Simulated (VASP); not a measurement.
MgTe: single point with LDA

Crystal: MgTe.

```
Mg Te
1.0
     4.54000    0.00000    0.00000
    -2.27000    3.93176    0.00000
     0.00000    0.00000    7.39500
Mg Te
2 2
Direct
  0.33333 0.66667 0.00000
  0.66667 0.33333 0.50000
  0.33333 0.66667 0.41057
  0.66667 0.33333 0.91057
```

The cell isn't the ideal one: all Te atoms moved -0.300 Å, as atom 3 towards its neighbour atom 1 (Mg) at 2.736 Å.

```yaml
Program: VASP 6.6.1
Task: single point
Functional: LDA
Potentials_or_basis: VASP PAW LDA potentials, release 64 (Mg, Te)
Cutoff: 520 eV
k_mesh: 9 × 9 × 4
Occupations: gaussian, width 0.05 eV
Spin: no spin polarisation
Dipole_correction: no
Further_INCAR_settings: ALGO = Normal; EDIFF = 1e-06; NBANDS = 16
```

* Pressure: -0.3 GPa
* Largest force: 0.624 eV/Å
* Band gap on the k mesh: 2.04 eV, direct

Forces on the atoms (eV/Å):
```
Mg   0.000  0.000  0.624
Mg   0.000  0.000  0.624
Te   0.000  0.000 -0.624
Te   0.000  0.000 -0.624
```

Stress tensor (GPa, compression positive):
```
 1.14  0.00  0.00
 0.00  1.14  0.00
 0.00  0.00 -3.03
```

Levels at points of the mesh, in eV from the valence-band top:
```csv
k point,band 6,band 7,band 8,band 9,band 10,band 11
"(0.00, 0.00, 0.00)",-0.50,-0.50,0.00,2.04,2.39,4.84
"(0.00, 0.00, 0.50)",-0.74,-0.74,-0.74,2.92,2.92,5.07
```

Wall time 24 s on 1 thread of Intel(R) Xeon(R) 6975P-C (Granite Rapids), on a shared host, peak memory 0.25 GiB.

Caveat: spin-orbit coupling is left out, which moves the levels of the heavy elements.
